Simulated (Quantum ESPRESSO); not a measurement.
# Zn (P6_3/mmc) in Quantum ESPRESSO: a series of runs, part 2 of 2

Quantum ESPRESSO 7.5. Earlier steps stand in the parts before.

### Step 5. Relaxation of cell and atoms, PBEsol, target pressure 10 GPa, at which the enthalpy is minimised

The input, pw.in:

```
&CONTROL
  calculation = 'vc-relax'
  prefix = 'pwscf'
  outdir = './tmp'
  pseudo_dir = './pseudo'
  tprnfor = .true.
  tstress = .true.
  disk_io = 'low'
  nstep = 40
  forc_conv_thr = 0.0004
  etot_conv_thr = 1d-05
/
&SYSTEM
  ibrav = 0
  nat = 2
  ntyp = 1
  ecutwfc = 64
  ecutrho = 515
  nbnd = 28
  occupations = 'smearing'
  smearing = 'fd'
  degauss = 0.00367493
/
&ELECTRONS
  conv_thr = 4d-10
  electron_maxstep = 120
  mixing_beta = 0.5
/
&IONS
  ion_dynamics = 'bfgs'
/
&CELL
  cell_dynamics = 'bfgs'
  press = 100
  press_conv_thr = 0.3
/
ATOMIC_SPECIES
Zn    65.3800 zn_pbesol_v1.uspp.F.UPF
CELL_PARAMETERS angstrom
   2.6700000000    0.0000000000    0.0000000000
  -1.3350000000    2.3122878281    0.0000000000
   0.0000000000    0.0000000000    4.9660000000
ATOMIC_POSITIONS crystal
Zn     0.6666666667    0.3333333333    0.7500000000
Zn     0.3333333333    0.6666666667    0.2500000000
K_POINTS automatic
11 11 6 0 0 0
```

Potentials or basis: GBRV 1.5 PBEsol.

Run with:

```bash
OMP_NUM_THREADS=1 mpirun -n 2 pw.x -nk 2 -in pw.in > pw.out
```

pw.out:

```text
This program is part of the open-source Quantum ESPRESSO suite
     for quantum simulation of materials; please cite
         "P. Giannozzi et al., J. Phys.:Condens. Matter 21 395502 (2009);
         "P. Giannozzi et al., J. Phys.:Condens. Matter 29 465901 (2017);
         "P. Giannozzi et al., J. Chem. Phys. 152 154105 (2020);
     in publications or presentations arising from this work. More details at

     Message from routine setup:
     using ibrav=0 with symmetry is DISCOURAGED, use correct ibrav instead

     K-points division:     npool     =       2
     Subspace diagonalization in iterative solution of the eigenvalue problem:
     a serial algorithm will be used

     G-vector sticks info
     --------------------
     sticks:   dense  smooth     PW     G-vecs:    dense   smooth      PW
     Sum         913     439    139                40903    14309    2409

     Using Slab Decomposition

     bravais-lattice index     =            0
     lattice parameter (alat)  =       5.0456  a.u.
     unit-cell volume          =     206.8981 (a.u.)^3
     number of atoms/cell      =            2
     number of atomic types    =            1
     number of electrons       =        40.00
     number of Kohn-Sham states=           28
     kinetic-energy cutoff     =      64.0000  Ry
     charge density cutoff     =     515.0000  Ry
     scf convergence threshold =      4.0E-10
     mixing beta               =       0.5000
     number of iterations used =            8  plain     mixing
[... 771 lines left out ...]
     ethr =  1.00E-13,  avg # of iterations =  1.0

     End of self-consistent calculation

          k = 0.0000 0.0000 0.0000 (  1521 PWs)   bands (ev):

  -109.9703-109.9656 -64.3027 -64.2599 -64.2599 -64.2592 -64.2532 -64.2532
     4.7660   7.4301   8.4892   8.5765   8.5765   8.6937   8.6937   8.9015
     8.9015   9.3753   9.3753  12.7955  15.3535  33.8569  33.8569  35.1567
    35.7071  35.7071  36.3731  37.1181

          k = 0.0000-0.0000 0.1028 (  1491 PWs)   bands (ev):

  -109.9700-109.9659 -64.2998 -64.2620 -64.2594 -64.2594 -64.2536 -64.2536
     4.9970   7.4189   8.4684   8.5532   8.5532   8.6674   8.6674   8.9648
     8.9648   9.3625   9.3625  11.2393  17.3801  32.9111  34.0933  34.0933
    35.2803  35.8228  35.8228  36.9099

          k = 0.0000-0.0000 0.2057 (  1497 PWs)   bands (ev):

  -109.9691-109.9668 -64.2918 -64.2700 -64.2582 -64.2582 -64.2548 -64.2548
     5.6636   7.2767   8.4387   8.5322   8.5322   8.6074   8.6074   9.0946
     9.0946   9.3150   9.3150   9.4391  20.6869  28.5668  34.7676  34.7676
    35.4849  36.0376  36.0376  36.4128
[... 423 lines left out ...]
  -109.9638-109.9638 -64.2929 -64.2929 -64.2812 -64.2812 -64.2671 -64.2671
     8.0075   8.0075   8.2823   8.2823   8.5880   8.5880   8.9387   8.9387
     9.4053   9.4053  16.3596  16.3596  17.9460  17.9460  20.0946  20.0946
    31.5779  31.5779  34.2643  34.2643

     the Fermi energy is    16.9803 ev

!    total energy              =    -922.48148323 Ry
     estimated scf accuracy    <          3.1E-14 Ry
     smearing contrib. (-TS)   =      -0.00020537 Ry
     internal energy E=F+TS    =    -922.48127786 Ry

     The total energy is F=E-TS. E is the sum of the following terms:
     one-electron contribution =    -668.99971693 Ry
     hartree contribution      =     353.02669010 Ry
     xc contribution           =     -83.57940762 Ry
     ewald contribution        =    -522.92884340 Ry

     convergence has been achieved in  10 iterations

     Forces acting on atoms (cartesian axes, Ry/au):

     atom    1 type  1   force =    -0.00000000   -0.00000000   -0.00000000
     atom    2 type  1   force =     0.00000000    0.00000000    0.00000000

     Total force =     0.000000     Total SCF correction =     0.000000

     Computing stress (Cartesian axis) and pressure

          total   stress  (Ry/bohr**3)                   (kbar)     P=      102.93
   0.00070265  -0.00000000   0.00000000          103.36       -0.00        0.00
  -0.00000000   0.00070265   0.00000000           -0.00      103.36        0.00
   0.00000000   0.00000000   0.00069383            0.00        0.00      102.07

=------------------------------------------------------------------------------=
   JOB DONE.
=------------------------------------------------------------------------------=
```

It took 7.1 min on 2 MPI ranks of Intel Xeon at 2.50GHz (Skylake/Cascade Lake), shared host; peak memory 0.3 GiB.

Results:

| Item | Value |
| --- | --- |
| Free energy | -12551.0000 eV |
| Relaxed volume | 12.78 Å³/atom |
| Relaxed cell | a = 2.612 Å, b = 2.612 Å, c = 4.327 Å, α = 90.00°, β = 90.00°, γ = 120.00° |
| Space group after relaxing (to 0.05 Å) | P6_3/mmc (No. 194) |
| Energy change on relaxing (the enthalpy is what falls) | -4.1 meV/atom |
| Ionic steps | 13 |
| Pressure after relaxing | 10.3 GPa |
| Band gap on the k mesh | none (metal or under the smearing width) |

Step by step:
```
step  energy change (eV)  largest force (eV/Å)  pressure (GPa)  volume (Å³)
   1              0.0000                0.0000           -5.70        30.66
   2             -0.0434                0.0000            0.43        28.27
   3              0.0541                0.0000           12.80        25.46
   4              0.0180                0.0000           10.32        25.81
   5              0.0016                0.0000            9.45        25.86
   6             -0.0027                0.0000            9.29        25.72
   7             -0.0019                0.0000            9.61        25.63
   8             -0.0012                0.0000            9.94        25.55
   9             -0.0016                0.0000           10.40        25.48
  10              0.0004                0.0000           10.70        25.48
  11             -0.0029                0.0000           10.46        25.48
  12             -0.0063                0.0000           10.16        25.53
  13             -0.0081                0.0000            9.99        25.56
```

Final structure:
```xyz
2
Lattice="2.6118 0.0000 0.0000 -1.3059 2.2619 0.0000 0.0000 0.0000 4.3272" Properties=species:S:1:pos:R:3 pbc="T T T"
Zn    1.3059    0.7540    3.2454
Zn    0.0000    1.5079    1.0818
```

Caveat: the volume moved by over 15 % at a fixed basis, so the end points are rough.

### Step 6. Relaxation of cell and atoms, PBEsol, target pressure 20 GPa, at which the enthalpy is minimised

Changes to pw.in since step 5:

```diff
@@ -33,3 +33,3 @@
   cell_dynamics = 'bfgs'
-  press = 100
+  press = 200
   press_conv_thr = 0.3
```

Potentials or basis: GBRV 1.5 PBEsol.

Run with:

```bash
OMP_NUM_THREADS=1 mpirun -n 2 pw.x -nk 2 -in pw.in > pw.out
```

It took 5 min on 2 MPI ranks of Intel Xeon at 2.50GHz (Skylake/Cascade Lake), shared host; peak memory 0.3 GiB.

It converged, with:

```yaml
Free_energy: -12550.8546 eV
Relaxed_volume: 12.02 Å³/atom
Relaxed_cell: a = 2.555 Å, b = 2.555 Å, c = 4.252 Å, α = 90.00°, β = 90.00°, γ = 120.00°
Space_group_after_relaxing_to_0.05_Å: P6_3/mmc (No. 194)
Energy_change_on_relaxing_the_enthalpy_is_what_falls: +65.9 meV/atom
Ionic_steps: 10
Pressure_after_relaxing: 20.3 GPa
Band_gap_on_the_k_mesh: none (metal or under the smearing width)
```

Stress tensor (GPa, compression positive):
```
20.44  0.00  0.00
 0.00 20.44  0.00
 0.00  0.00 20.14
```

The path:
```
step  energy change (eV)  largest force (eV/Å)  pressure (GPa)  volume (Å³)
   1              0.0000                0.0000           -5.70        30.66
   2             -0.0155                0.0000            6.12        26.81
   3              0.3250                0.0000           29.65        23.27
   4              0.1478                0.0000           19.88        24.32
   5              0.1323                0.0000           19.13        24.28
   6              0.1246                0.0000           19.14        24.17
   7              0.1461                0.0000           20.97        23.94
   8              0.1320                0.0000           19.99        24.04
   9              0.1324                0.0000           20.05        24.04
  10              0.1319                0.0000           20.03        24.04
```

Final structure:
```
Zn
1.0
     2.55527    0.00000    0.00000
    -1.27763    2.21293    0.00000
     0.00000    0.00000    4.25179
Zn
2
Direct
  0.66667 0.33333 0.75000
  0.33333 0.66667 0.25000
```

Levels at points of the mesh, in eV from the Fermi level:
```csv
k point,band 16,band 17,band 18,band 19,band 20,band 21,band 22,band 23,band 24,band 25
"(0.00, 0.00, 0.00)",-8.37,-8.37,-7.86,-7.86,-4.66,-1.68,17.65,17.65,18.53,19.44
"(0.00, 0.00, -0.50)",-8.77,-8.02,-8.02,-8.02,-8.02,7.58,7.58,19.27,19.27,19.54
```

Caveat: the volume moved by over 15 % at a fixed basis, so the end points are rough.

### Step 7. Relaxation of cell and atoms, PBEsol, target pressure 30 GPa, at which the enthalpy is minimised

Changes to pw.in since step 6:

```diff
@@ -33,3 +33,3 @@
   cell_dynamics = 'bfgs'
-  press = 200
+  press = 300
   press_conv_thr = 0.3
```

Potentials or basis: GBRV 1.5 PBEsol.

Run with:

```bash
OMP_NUM_THREADS=1 mpirun -n 2 pw.x -nk 2 -in pw.in > pw.out
```

pw.out:

```text
This program is part of the open-source Quantum ESPRESSO suite
     for quantum simulation of materials; please cite
         "P. Giannozzi et al., J. Phys.:Condens. Matter 21 395502 (2009);
         "P. Giannozzi et al., J. Phys.:Condens. Matter 29 465901 (2017);
         "P. Giannozzi et al., J. Chem. Phys. 152 154105 (2020);
     in publications or presentations arising from this work. More details at

     Message from routine setup:
     using ibrav=0 with symmetry is DISCOURAGED, use correct ibrav instead

     K-points division:     npool     =       2
     Subspace diagonalization in iterative solution of the eigenvalue problem:
     a serial algorithm will be used

     G-vector sticks info
     --------------------
     sticks:   dense  smooth     PW     G-vecs:    dense   smooth      PW
     Sum         913     439    139                40903    14309    2409

     Using Slab Decomposition

     bravais-lattice index     =            0
[... 811 lines left out ...]
    11.3550  11.3550  11.3550  11.3550  27.2744  27.2744  39.1591  39.1591
    39.8268  39.8268  39.8268  39.8268
[... 416 lines left out ...]
  -107.9077-107.9077 -62.2487 -62.2487 -62.2324 -62.2324 -62.2047 -62.2047
     9.8565   9.8565  10.1726  10.1726  10.5374  10.5374  10.9925  10.9925
    11.5745  11.5745  18.6831  18.6831  20.5987  20.5987  22.9428  22.9428
    34.9960  34.9960  37.5963  37.5963

     the Fermi energy is    19.5560 ev

!    total energy              =    -922.45768510 Ry
     estimated scf accuracy    <          5.5E-15 Ry
     smearing contrib. (-TS)   =      -0.00013246 Ry
     internal energy E=F+TS    =    -922.45755264 Ry

     The total energy is F=E-TS. E is the sum of the following terms:
     one-electron contribution =    -636.02420940 Ry
     hartree contribution      =     339.59320215 Ry
     xc contribution           =     -83.70055493 Ry
     ewald contribution        =    -542.32599047 Ry

     convergence has been achieved in  10 iterations

     Forces acting on atoms (cartesian axes, Ry/au):

     atom    1 type  1   force =     0.00000000    0.00000000    0.00000000
     atom    2 type  1   force =     0.00000000    0.00000000    0.00000000

     Total force =     0.000000     Total SCF correction =     0.000000

     Computing stress (Cartesian axis) and pressure

          total   stress  (Ry/bohr**3)                   (kbar)     P=      302.75
   0.00206652  -0.00000000   0.00000000          303.99       -0.00        0.00
  -0.00000000   0.00206652   0.00000000           -0.00      303.99        0.00
   0.00000000   0.00000000   0.00204118            0.00        0.00      300.27

=------------------------------------------------------------------------------=
   JOB DONE.
=------------------------------------------------------------------------------=
```

It took 4.8 min on 2 MPI ranks of Intel Xeon at 2.50GHz (Skylake/Cascade Lake), shared host; peak memory 0.3 GiB.

Results:

```yaml
Free_energy: -12550.6762 eV
Relaxed_volume: 11.46 Å³/atom
Relaxed_cell: a = 2.512 Å, b = 2.512 Å, c = 4.193 Å, α = 90.00°, β = 90.00°, γ = 120.00°
Space_group_after_relaxing_to_0.05_Å: P6_3/mmc (No. 194)
Energy_change_on_relaxing_the_enthalpy_is_what_falls: +153.1 meV/atom
Ionic_steps: 9
Pressure_after_relaxing: 30.3 GPa
Band_gap_on_the_k_mesh: none (metal or under the smearing width)
```

The path:
```
step  energy change (eV)  largest force (eV/Å)  pressure (GPa)  volume (Å³)
   1              0.0000                0.0000           -5.70        30.66
   2              0.0687                0.0000           13.53        25.41
   3              0.5930                0.0000           43.39        22.03
   4              0.3248                0.0000           30.11        23.12
   5              0.2862                0.0000           28.56        23.12
   6              0.2986                0.0000           29.57        22.96
   7              0.3058                0.0000           29.98        22.92
   8              0.3058                0.0000           29.97        22.92
   9              0.3062                0.0000           29.99        22.91
```

Final structure:
```xyz
2
Lattice="2.5121 0.0000 0.0000 -1.2560 2.1755 0.0000 0.0000 0.0000 4.1929" Properties=species:S:1:pos:R:3 pbc="T T T"
Zn    1.2560    0.7252    3.1447
Zn    0.0000    1.4504    1.0482
```

Levels at points of the mesh, in eV from the Fermi level:
| k point | band 16 | band 17 | band 18 | band 19 | band 20 | band 21 | band 22 | band 23 | band 24 | band 25 |
| --- | --- | --- | --- | --- | --- | --- | --- | --- | --- | --- |
| (0.00, 0.00, 0.00) | -8.58 | -8.58 | -8.02 | -8.02 | -5.00 | -1.67 | 18.31 | 18.31 | 18.85 | 20.06 |
| (0.00, 0.00, -0.50) | -9.02 | -8.20 | -8.20 | -8.20 | -8.20 | 7.72 | 7.72 | 19.60 | 19.60 | 20.27 |

Caveat: the volume moved by over 15 % at a fixed basis, so the end points are rough.

### Step 8. The runs side by side

| cell | gap on the mesh (eV) | pressure (GPa) |
| --- | --- | --- |
| relaxed to 0.3 kbar | none | 0.2 |
| relaxed to 2 GPa | none | 2.2 |
| relaxed to 5 GPa | none | 5.2 |
| relaxed to 10 GPa | none | 10.3 |
| relaxed to 20 GPa | none | 20.3 |
| relaxed to 30 GPa | none | 30.3 |

Alike in all rows: task relaxation of cell and atoms; level PBEsol; potentials or basis GBRV 1.5 PBEsol; no spin polarisation; k mesh 11 × 11 × 6; cutoff (eV) 871; smearing fermi-dirac 0.05 eV.

Caveats: the volume moved by over 15 % at a fixed basis, so the end points are rough (some runs).

Absolute energies hang on the potentials; compare differences alone.
